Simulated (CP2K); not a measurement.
Runs of CP2K 2026.2 on Al. Symmetry: Fm-3m, No. 225, cubic system. Conventional cell: a = 4.050 Å, b = 4.050 Å, c = 4.050 Å, α = 90.00°, β = 90.00°, γ = 90.00°. Al (site symmetry m-3m) is surrounded by 12 Al at 2.86 Å. 

```csv
level,potentials or basis,smearing,NGRIDS,basis sets,potentials,points a segment of the path (NPOINTS),bands added on the path,gap on the mesh (eV),pressure (GPa)
r2SCAN,POTENTIAL_UZH Al GTH-SCAN-q3; TZVP-MOLOPT-SCAN-GTH basis,fermi-dirac 0.0259 eV,5,Al TZVP-MOLOPT-SCAN-GTH-q3,Al GTH-SCAN-q3 of POTENTIAL_UZH,10,6,none,-3.6
LDA,GTH_POTENTIALS Al GTH-PADE-q3; TZVP-MOLOPT-PBE-GTH basis,fermi-dirac 0.0259 eV,5,Al TZVP-MOLOPT-PBE-GTH-q3,Al GTH-PADE-q3 of GTH_POTENTIALS,10,6,none,(a)
PBEsol,POTENTIAL_UZH Al GTH-PBE-q3; TZVP-MOLOPT-PBE-GTH basis,fermi-dirac 0.05 eV,5,Al TZVP-MOLOPT-PBE-GTH-q3,Al GTH-PBE-q3 of POTENTIAL_UZH,10,4,none,-0.7
TB-mBJ,POTENTIAL_UZH Al GTH-PBE-q3; TZVP-MOLOPT-PBE-GTH basis,fermi-dirac 0.01 eV,4,Al TZVP-MOLOPT-PBE-GTH-q3,Al GTH-PBE-q3 of POTENTIAL_UZH,6,2,none,-
```

Alike in all rows: task band structure; no spin polarisation; cell as given; k mesh 11 × 11 × 11.

Fill in the values left out.

(a) -4.3.

Caveats: the basis of atomic orbitals isn't converged, which shifts pressures, moduli and gaps; the potentials were made for another functional, which shifts forces and pressure (some runs); this is a model potential without an energy functional, so only levels have meaning (some runs).

A gap of «none» marks a metal or a gap under the smearing width.

Runs at the PBE level aren't shown here.
